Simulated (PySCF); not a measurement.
## CdSe (Cadmoselite): density of states with PBEsol

**Experimental background.**

A printed reference work, data compilation reports, for a bulk crystal of CdSe at 2 K: band gap 1.841 eV.

CdSe (Cadmoselite):

```
Cd Se
1.0
     4.30000    0.00000    0.00000
    -2.15000    3.72391    0.00000
     0.00000    0.00000    7.02000
Cd Se
2 2
Direct
  0.66667 0.33333 0.50000
  0.33333 0.66667 0.00000
  0.66667 0.33333 0.88500
  0.33333 0.66667 0.38500
```

```
Program                                    : PySCF 2.14.0
Task                                       : density of states
Functional                                 : PBEsol
Potentials or basis                        : DZVP-MOLOPT-SR/GTH-PBE (potentials made for PBE)
k mesh                                     : 7 × 7 × 4
Occupations                                : fermi-dirac, width 0.05 eV
Spin                                       : no spin polarisation
Symmetry                                   : yes
Density cutoff                             : 78 Ha
Exponents discarded below (exp_to_discard) : 0.02 1/bohr^2
Potentials                                 : Cd GTH-PBE-q12, Se GTH-PBE-q6
Gaussian width of the DOS                  : 0.15 eV
conv_tol                                   : 1e-07 Ha
max_cycle                                  : 60
Coulomb method                             : multigrid
```

| Item | Value |
| --- | --- |
| Band gap on the k mesh | 0.55 eV, direct |
| Mulliken charges | Cd +0.36; Se -0.36 e |

Levels at points of the mesh, in eV from the valence-band top:
| k point | band 15 | band 16 | band 17 | band 18 | band 19 | band 20 | band 21 | band 22 |
| --- | --- | --- | --- | --- | --- | --- | --- | --- |
| (0.00, 0.00, 0.00) | -0.75 | 0.00 | 0.00 | 0.00 | 0.55 | 2.02 | 5.79 | 5.79 |
| (0.00, 0.00, 0.50) | -0.39 | -0.39 | -0.39 | -0.39 | 2.26 | 2.26 | 5.83 | 5.83 |

States per cell in windows of 1 eV (zero at the valence-band top; states under -8 eV left out):
```csv
from (eV),total
-8.0,19.01
-7.0,0.55
-6.0,0.00
-5.0,1.55
-4.0,1.85
-3.0,2.29
-2.0,4.14
-1.0,2.13
0.0,0.05
1.0,0.09
2.0,0.90
3.0,2.21
4.0,1.74
5.0,2.81
6.0,3.44
7.0,2.80
```

Wall time 12 min on 4 threads of Intel(R) Xeon(R) Processor @ 2.50GHz (Skylake/Cascade Lake), with other jobs on the host, peak memory 3.3 GiB.

A measured gap of CdSe is 1.841 eV (2 K; a printed reference work, data compilation); the calculated 0.55 eV misses it by -1.29 eV. So large a miss can be the level of theory's own, or it may mean another phase, state or a wrong row. Spin-orbit coupling on Cd, Se is left out. The value is that of PBEsol in an atomic basis (DZVP-MOLOPT-SR/GTH-PBE (potentials made for PBE)), whose error adds to the functional's,, without temperature or zero-point motion. Semilocal functionals fall short of measured gaps as a rule.

Caveat: Mulliken charges move with the basis; the basis of atomic orbitals isn't converged, which shifts pressures, moduli and gaps.
